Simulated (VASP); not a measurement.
SiO2:

```xyz
6
Lattice="-2.4773 2.4773 3.6557 2.4773 -2.4773 3.6557 2.4773 2.4773 -3.6557" Properties=species:S:1:pos:R:3 pbc="T T T"
Si    0.0000    2.4773    1.8278
Si    0.0000    0.0000    0.0000
O    -0.4795    3.7159    0.9139
O    -1.2386    1.9978    2.7418
O     1.2386    2.9568    2.7418
O     0.4795    1.2386    0.9139
```

The cell comes from a database or a generator and needn't be the stable form of this composition.

Base run:

| Item | Value |
| --- | --- |
| Program | VASP 6.6.1 |
| Functional | r2SCAN |
| Potentials or basis | VASP PAW PBE potentials, release 64 (Si, O) |
| Cutoff | 520 eV |
| k mesh | 8 × 8 × 8 |
| Occupations | gaussian, width 0.02 eV |
| Spin | no spin polarisation |

Its results: band gap on the k mesh 6.54 eV, direct; pressure 0.2 GPa; largest force 0.008 eV/Å.

Q: The run is repeated on the same cell with these changes: functional from r2SCAN to LDA; potentials or basis from VASP PAW PBE potentials, release 64 (Si, O) to VASP PAW LDA potentials, release 64 (Si, O). What comes out?

A: Band gap on the k mesh 5.70 eV, direct; pressure -1.0 GPa; largest force 0.068 eV/Å.

Caveats: the PAW data sets were made with another functional, which shifts forces and pressure a little (some runs).
